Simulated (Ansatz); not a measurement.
Input of an Ansatz 0.2.0 run:

The input input.yaml:

```yaml
crystal:
  lattice:
    - [0.0, 2.3, 2.3]
    - [2.3, 0.0, 2.3]
    - [2.3, 2.3, 0.0]
  atoms:
    - { symbol: Zr, position: [0.5, 0.5, 0.5] }
    - { symbol: "N", position: [0.0, 0.0, 0.0] }
kpoints:
  mp_grid: { grid: [10, 10, 10] }
  band_path:
    path:
      - [0.0, 0.0, 0.0]
      - [0.5, 0.0, 0.5]
      - [0.5, 0.25, 0.75]
      - [0.375, 0.375, 0.75]
      - [0.0, 0.0, 0.0]
      - [0.5, 0.5, 0.5]
      - [0.625, 0.25, 0.625]
      - [0.5, 0.25, 0.75]
    npoints: 12
scf:
  occupations: { method: fermi_dirac, width: 0.05 }
hamiltonian:
  xc: blyp
  pseudopotentials: { kind: all_electron, lapw: { basis_error: 0.001 } }
output:
  forces: true
  stress: true
  eigenvalues: true
```

Potentials or basis: all-electron LAPW, scalar-relativistic.

The run is started by

```sh
$ ansatz run input.yaml --threads 1 --pin off --max-ram 3072MiB --backend cpu --events-out ev --progress --plain --runs-dir out
```

Q: Estimate the band gap along the path.

A: None (metal or under the smearing width).

Q: Predict the pressure.

A: 7.5 GPa.

Levels at the corners of the path, in eV from the Fermi level:
```tsv
point	band 17	band 18	band 19	band 20	band 21	band 22
Γ	-2.74	-2.74	-0.45	-0.45	-0.45	1.49
X	-3.36	-3.23	-3.23	3.20	4.26	4.26
W	-4.72	-4.72	0.95	0.95	4.27	4.42
K	-4.73	-4.50	-0.71	3.24	3.46	4.96
Γ	-2.74	-2.74	-0.45	-0.45	-0.45	1.49
L	-5.70	-5.70	2.86	2.89	2.89	5.02
U	-4.73	-4.50	-0.71	3.24	3.46	4.96
W	-4.72	-4.72	0.95	0.95	4.27	4.42
```
